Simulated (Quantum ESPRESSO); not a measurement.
## MgSi in Quantum ESPRESSO: the effect of target pressure

MgSi:

```
Si Mg
1.0
     2.90839    0.00000    0.00000
     0.00000    2.90839    0.00000
     0.00000    0.00000    4.10343
Si Mg
1 1
Direct
  0.50000 0.50000 0.50000
  0.00000 0.00000 0.00000
```

The cell comes from a database or a generator and needn't be the stable form of this composition.

Alike in all runs:

```yaml
Program: Quantum ESPRESSO 7.5
Task: relaxation of cell and atoms
Functional: PBEsol
Potentials_or_basis: GBRV 1.5 PBEsol
Cutoff: 707 eV
Density_cutoff: 5633 eV
k_mesh: 9 × 9 × 7
Occupations: fermi-dirac, width 0.05 eV
Spin: no spin polarisation
```

Each run relaxes the cell or the atoms first.

| target pressure | relaxed volume (Å³/atom) |
| --- | --- |
| 0 GPa | ? |
| 2 GPa | 16.64 |
| 5 GPa | 15.98 |
| 10 GPa | 15.14 |
| 20 GPa | 13.84 |
| 30 GPa | 12.96 |

Task: What does the run with target pressure 0 GPa give?

Result: Relaxed volume 17.13 Å³/atom.

Worked out: In Murnaghan's law V^(-B') rises as a straight line in P. The other rows fit best with B' = 3.4, V0 = 17.13 Å³/atom and B0 = 64 GPa, which gives 17.13 Å³/atom at 0 GPa, against the run's 17.13.

Caveats: the volume moved by over 15 % at a fixed basis, so the end points are rough (some runs).
